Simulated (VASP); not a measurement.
# HfO2 (P4_2/nmc) in VASP: a series of runs, part 2 of 2

VASP 6.6.1.

### Step 5. Single point, PBEsol

INCAR

```
SYSTEM = HfO2
ADDGRID = .False. ; ALGO = Normal
EDIFF = 1E-7 ; ENCUT = 550
GGA = PS ; ISIF = 2
ISMEAR = 0 ; LASPH = .True.
LCHARG = .False. ; LREAL = .False.
LWAVE = .False. ; NBANDS = 25
NELM = 100 ; PREC = Accurate
SIGMA = 0.05
```

KPOINTS

```
k-points
0
Gamma
  7 7 5
  0 0 0
```

POSCAR

```
HfO2
1.0
    3.5580193300      0.0000000000      0.0000000000
    0.0000000000      3.5580193300      0.0000000000
    0.0000000000      0.0000000000      5.1718612100
Hf O
2 4
Direct
    0.0226280000     -0.0066210000     -0.0069090000
    0.5161010000      0.5004440000      0.5249930000
    0.0036690000      0.4999810000      0.1905100000
    0.5059860000     -0.0222770000      0.2905630000
    0.4907060000     -0.0036530000      0.8070900000
    0.0124450000      0.5068340000      0.6957280000
```

Potentials or basis: VASP PAW PBE potentials, release 64 (Hf, O).

Launch:

```sh
> cat potpaw_PBE.64/Hf/POTCAR potpaw_PBE.64/O/POTCAR > POTCAR
> mpirun -np 1 vasp_std > vasp.out
```

OUTCAR:

```text
SYSTEM = HfO2
   EDIFF = 1E-7
   ENCUT = 550
   GGA = PS
   ISIF = 2
   ISMEAR = 0
   LASPH = .True.
   LREAL = .False.
   NELM = 100
   PREC = Accurate

 Found    123 irreducible k-points:

 Following reciprocal coordinates:
            Coordinates               Weight
  0.000000  0.000000  0.000000      1.000000
  0.142857  0.000000  0.000000      2.000000
  0.000000  0.142857  0.000000      2.000000
  0.285714  0.000000  0.000000      2.000000
  0.000000  0.285714  0.000000      2.000000
[... 250 lines left out ...]
  -------------------------------------------------------------------------------------
  Total        5.7974731     -2.8866856     -0.3508470      0.0974678     -0.5140843     -1.5277765
  in kB      141.8684614    -70.6393335     -8.5854860      2.3851099    -12.5800240    -37.3858223
  external PRESSURE =      20.8812140 kB  Pullay stress =       0.0000000 kB

 VOLUME and BASIS-vectors are now :
 -----------------------------------------------------------------------------
  energy-cutoff  :      550.00
  volume of cell :       65.47
      direct lattice vectors                 reciprocal lattice vectors
     3.558019330  0.000000000  0.000000000     0.281055247  0.000000000  0.000000000
     0.000000000  3.558019330  0.000000000     0.000000000  0.281055247  0.000000000
     0.000000000  0.000000000  5.171861210     0.000000000  0.000000000  0.193353990

 POSITION                                       TOTAL-FORCE (eV/Angst)
 -----------------------------------------------------------------------------------
      0.08051      3.53446      5.13613        -1.783242      0.143215      3.228893
      1.83630      1.78059      2.71519        -0.261236     -0.275463     -4.059065
      0.01305      1.77894      0.98529         0.005035     -0.773850      0.087877
      1.80031      3.47876      1.50275        -0.131537      0.959626      1.647525
      1.74594      3.54502      4.17416         2.459748      0.127051     -1.830203
      0.04428      1.80333      3.59821        -0.288768     -0.180580      0.924974
 -----------------------------------------------------------------------------------
    total drift:                               -0.000169      0.000299      0.000359

  FREE ENERGIE OF THE ION-ELECTRON SYSTEM (eV)
  ---------------------------------------------------
  free  energy   TOTEN  =       -62.9362661299 eV

  energy  without entropy=      -62.9362661299  energy(sigma->0) =      -62.93626613
```

OSZICAR:

```text
N       E                     dE             d eps       ncg     rms          rms(c)
DAV:   1     0.154041388972E+03    0.15404E+03   -0.16796E+04  6150   0.125E+03
DAV:   2    -0.625121450982E+02   -0.21655E+03   -0.20531E+03  8714   0.264E+02
DAV:   3    -0.731436186995E+02   -0.10631E+02   -0.10567E+02  8176   0.600E+01
DAV:   4    -0.732335318255E+02   -0.89913E-01   -0.89867E-01  7569   0.606E+00
DAV:   5    -0.732347734720E+02   -0.12416E-02   -0.12414E-02  8287   0.663E-01    0.379E+01
DAV:   6    -0.634625485673E+02    0.97722E+01   -0.39222E+01  7059   0.347E+01    0.184E+01
DAV:   7    -0.630920143772E+02    0.37053E+00   -0.10377E+00  8153   0.672E+00    0.924E+00
DAV:   8    -0.629369025982E+02    0.15511E+00   -0.18508E-01  7673   0.322E+00    0.435E-01
DAV:   9    -0.629364466125E+02    0.45599E-03   -0.98612E-03  8252   0.594E-01    0.283E-01
DAV:  10    -0.629362611009E+02    0.18551E-03   -0.15647E-03  7726   0.292E-01    0.974E-02
DAV:  11    -0.629362602289E+02    0.87204E-06   -0.22162E-04  8044   0.116E-01    0.312E-02
DAV:  12    -0.629362672143E+02   -0.69854E-05   -0.10377E-04  8123   0.736E-02    0.184E-02
DAV:  13    -0.629362661540E+02    0.10603E-05   -0.12468E-05  7908   0.294E-02    0.616E-03
DAV:  14    -0.629362661792E+02   -0.25249E-07   -0.17006E-06  7459   0.822E-03    0.210E-03
DAV:  15    -0.629362661299E+02    0.49372E-07   -0.11249E-07  5724   0.253E-03
   1 F= -.62936266E+02 E0= -.62936266E+02  d E =-.796881E-13
```

stdout:

```text
POSCAR found type information on POSCAR HfO
 POSCAR found :  2 types and       6 ions
 scaLAPACK will be used
 -----------------------------------------------------------------------------
|                                                                             |
|                                                                             |
|     You enforced a specific xc type in the INCAR file but a different       |
|     I HOPE YOU KNOW WHAT YOU ARE DOING!                                     |
|                                                                             |
 -----------------------------------------------------------------------------

 LDA part: xc-table for (Slater+PW92), standard interpolation
 POSCAR, INCAR and KPOINTS ok, starting setup
 FFT: planning ... GRIDC
 FFT: planning ... GRID_SOFT
 FFT: planning ... GRID
 WAVECAR not read
 entering main loop
```

Wall time 1.9 min (1 thread of AMD EPYC 9R45 (Zen 5), shared host); peak memory 0.28 GiB.

These settings aren't checked as converged: the numbers below hold their error.

Results:

```yaml
Free_energy: -62.9363 eV
Pressure: 2.1 GPa
Largest_force: 4.077 eV/Å
Band_gap_on_the_k_mesh: 3.79 eV, indirect (least direct gap 3.85 eV)
```

Caveat: the PAW data sets were made with another functional, which shifts forces and pressure a little; spin-orbit coupling is left out, which moves the levels of the heavy elements; an odd mesh through Γ misses points on the zone boundary, where band edges often lie.

### Step 6. Single point, PBEsol

INCAR is that of step 5.

KPOINTS

```
k-points
0
Gamma
  8 8 6
  0 0 0
```

POSCAR

```
HfO2
1.0
    3.5580193300      0.0000000000      0.0000000000
    0.0000000000      3.5580193300      0.0000000000
    0.0000000000      0.0000000000      5.1718612100
Hf O
2 4
Direct
    0.0000000000      0.0000000000      0.0000000000
    0.5000000000      0.5000000000      0.5000000000
    0.0000000000      0.5000000000      0.1972078800
    0.5000000000      0.0000000000      0.3027921200
    0.5000000000      0.0000000000      0.8027921200
    0.0000000000      0.5000000000      0.6972078800
```

Potentials or basis: VASP PAW PBE potentials, release 64 (Hf, O).

Launch:

```sh
> cat potpaw_PBE.64/Hf/POTCAR potpaw_PBE.64/O/POTCAR > POTCAR
> mpirun -np 1 vasp_std > vasp.out
```

OUTCAR:

```text
SYSTEM = HfO2
   EDIFF = 1E-7
   ENCUT = 550
   GGA = PS
   ISIF = 2
   ISMEAR = 0
   LASPH = .True.
   LREAL = .False.
   NELM = 100
   PREC = Accurate

 Found     60 irreducible k-points:

 Following reciprocal coordinates:
            Coordinates               Weight
  0.000000  0.000000  0.000000      1.000000
  0.125000  0.000000  0.000000      4.000000
  0.250000  0.000000  0.000000      4.000000
  0.375000  0.000000  0.000000      4.000000
  0.500000  0.000000  0.000000      2.000000
  0.125000  0.125000  0.000000      4.000000
   k-points           NKPTS =     60   k-points in BZ     NKDIM =     60   number of bands    NBANDS=     25
   number of dos      NEDOS =    301   number of ions     NIONS =      6
   total plane-waves  NPLWV =  31360
   dimension x,y,z NGX =    28 NGY =   28 NGZ =   40
   dimension x,y,z NGXF=    56 NGYF=   56 NGZF=   80
   ions per type =               2   4
   NGX,Y,Z   is equivalent  to a cutoff of  13.08, 13.08, 12.86 a.u.
   NGXF,Y,Z  is equivalent  to a cutoff of  26.17, 26.17, 25.72 a.u.
 SYSTEM =  HfO2
   PREC   = accura    normal or accurate (medium, high low for compatibility)
   ISTART =      0    job   : 0-new  1-cont  2-samecut
   ICHARG =      2    charge: 1-file 2-atom 10-const
[... 61 lines left out ...]
 Fermi energy:         3.8435711335

 k-point     1 :       0.0000    0.0000    0.0000
  band No.  band energies     occupation
      1     -14.4148      2.00000
      2     -12.7640      2.00000
      3     -12.6576      2.00000
      4     -11.7647      2.00000
      5      -1.8098      2.00000
      6      -1.2181      2.00000
[... 157 lines left out ...]
     24      12.5363      0.00000
     25      13.8815      0.00000

 [... further k-points ...]

------------------------ aborting loop because EDIFF is reached ----------------------------------------

  FORCE on cell =-STRESS in cart. coord.  units (eV):
  Direction    XX          YY          ZZ          XY          YZ          ZX
  --------------------------------------------------------------------------------------
  -------------------------------------------------------------------------------------
  Total       -0.4180740     -0.4180740     -0.8796159      0.0000000      0.0000000     -0.0000000
  in kB      -10.2305793    -10.2305793    -21.5248519      0.0000000      0.0000000     -0.0000000
  external PRESSURE =     -13.9953369 kB  Pullay stress =       0.0000000 kB

 VOLUME and BASIS-vectors are now :
 -----------------------------------------------------------------------------
  energy-cutoff  :      550.00
  volume of cell :       65.47
      direct lattice vectors                 reciprocal lattice vectors
     3.558019330  0.000000000  0.000000000     0.281055247  0.000000000  0.000000000
     0.000000000  3.558019330  0.000000000     0.000000000  0.281055247  0.000000000
     0.000000000  0.000000000  5.171861210     0.000000000  0.000000000  0.193353990

 POSITION                                       TOTAL-FORCE (eV/Angst)
 -----------------------------------------------------------------------------------
      0.00000      0.00000      0.00000         0.000000     -0.000000      0.000000
      1.77901      1.77901      2.58593         0.000000      0.000000      0.000000
      0.00000      1.77901      1.01993         0.000000      0.000000      0.167421
      1.77901      0.00000      1.56600         0.000000      0.000000     -0.167421
      1.77901      0.00000      4.15193         0.000000      0.000000     -0.167421
      0.00000      1.77901      3.60586        -0.000000      0.000000      0.167421
 -----------------------------------------------------------------------------------
    total drift:                                0.000000     -0.000000      0.000000

  FREE ENERGIE OF THE ION-ELECTRON SYSTEM (eV)
  ---------------------------------------------------
  free  energy   TOTEN  =       -63.5086468211 eV

  energy  without entropy=      -63.5086468211  energy(sigma->0) =      -63.50864682
```

Wall time 55 s (1 thread of AMD EPYC 9R45 (Zen 5), shared host); peak memory 0.2 GiB.

These settings aren't checked as converged: the numbers below hold their error.

Results:

```
Free energy            : -63.5086 eV
Pressure               : -1.4 GPa
Largest force          : 0.167 eV/Å
Band gap on the k mesh : 4.60 eV, indirect (least direct gap 4.68 eV)
```

Caveat: the PAW data sets were made with another functional, which shifts forces and pressure a little; spin-orbit coupling is left out, which moves the levels of the heavy elements.
